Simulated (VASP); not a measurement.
# Rb: intraband terms of a metal's spectrum

Rb, Fm-3m (no. 225), 1 atom in the cell. PBE, independent-particle dielectric function; PAW potentials Rb_sv (PBE set).

## Input

INCAR.step1:
```
SYSTEM = Rb
EDIFF = 1E-7
ENCUT = 260
ISMEAR = 1
KPAR = 4
LASPH = .True.
LCHARG = .True.
LMAXMIX = 4
LWAVE = .False.
PREC = Accurate
SIGMA = 0.1
```

INCAR.step2:
```
SYSTEM = Rb
CSHIFT = 0.1
EDIFF = 1E-6
ENCUT = 260
ICHARG = 11
ISMEAR = 0
KPAR = 4
LASPH = .True.
LCHARG = .False.
LMAXMIX = 4
LWAVE = .True.
NBANDS = 18
NEDOS = 3000
OMEGAMAX = 30
PREC = Accurate
SIGMA = 0.3
```

INCAR.step3, as INCAR.step2 but for:
```
- LWAVE = .True.
+ ALGO = None
+ ISTART = 1
+ LOPTICS = .True.
+ LWAVE = .False.
+ NELM = 1
```

INCAR.step4, as INCAR.step3 but for:
```
+ WPLASMAI = 0.03
```

INCAR.step5 to INCAR.step6 change the same tag again: WPLASMAI = 0.1, 0.3.

INCAR.step7, as INCAR.step6 but for:
```
- WPLASMAI = 0.3
+ RTIME = 5
```

INCAR.step8, as INCAR.step7 but for:
```
- RTIME = 5
+ RTIME = 20
```

INCAR.step9, as INCAR.step8 but for:
```
- RTIME = 20
+ LNABLA = .True.
```

INCAR.step10, as INCAR.step9 but for:
```
- ISMEAR = 0
- LNABLA = .True.
+ ISMEAR = -5
```

KPOINTS.step1:
```
k-points
0
Gamma
  6 6 6
```

KPOINTS.step2:
```
k-points
0
Gamma
  16 16 16
```

POSCAR:
```
Rb
1.0
    0.0000000000      3.6398846700      3.6398846700
    3.6398846700      0.0000000000      3.6398846700
    3.6398846700      3.6398846700      0.0000000000
Rb
1
Direct
    0.0000000000      0.0000000000      0.0000000000
```

Commands (each step's output is kept before the next begins):
```
cat potpaw_PBE.64/Rb_sv/POTCAR > POTCAR
cp INCAR.step1 INCAR
cp KPOINTS.step1 KPOINTS
mpirun -np 4 vasp_std > vasp.out
cp INCAR.step2 INCAR
cp KPOINTS.step2 KPOINTS
mpirun -np 4 vasp_std > vasp.out
cp INCAR.step3 INCAR
mpirun -np 4 vasp_std > vasp.out
cp INCAR.step4 INCAR
mpirun -np 4 vasp_std > vasp.out
cp INCAR.step5 INCAR
mpirun -np 4 vasp_std > vasp.out
cp INCAR.step6 INCAR
mpirun -np 4 vasp_std > vasp.out
cp INCAR.step7 INCAR
mpirun -np 4 vasp_std > vasp.out
cp INCAR.step8 INCAR
mpirun -np 4 vasp_std > vasp.out
cp INCAR.step9 INCAR
mpirun -np 4 vasp_std > vasp.out
cp INCAR.step10 INCAR
mpirun -np 4 vasp_std > vasp.out
```

## Result

- Bands: 18

One ground state, settings moved in the last step alone:

| Settings | Plasma frequency (eV) | Im ε at 0.5 eV | Im ε at 1 eV | Im ε at 2 eV | Im ε at 4 eV | Time (s) |
|---|---|---|---|---|---|---|
| interband part alone | 3.58 | 1.9 | 1.0 | 0.4 | 0.1 | 6 |
| Drude term, WPLASMAI 0.03 | 3.58 | 5.0 | 1.3 | 0.5 | 0.1 | 6 |
| Drude term, WPLASMAI 0.1 | 3.58 | 11.8 | 2.2 | 0.6 | 0.1 | 6 |
| Drude term, WPLASMAI 0.3 | 3.58 | 24.5 | 4.5 | 0.9 | 0.2 | 6 |
| relaxation time RTIME 5 fs | 3.58 | 14.5 | 2.6 | 0.6 | 0.1 | 6 |
| relaxation time RTIME 20 fs | 3.58 | 5.3 | 1.4 | 0.5 | 0.1 | 6 |
| transversal form (LNABLA) | 3.60 | 1.9 | 1.0 | 0.4 | 0.1 | 6 |
| tetrahedron method | – | – | – | – | – | no result |

VASP 6.6.1 took 68 s on 4 cores (AMD EPYC 7R43 (Zen 3)), a shared host.
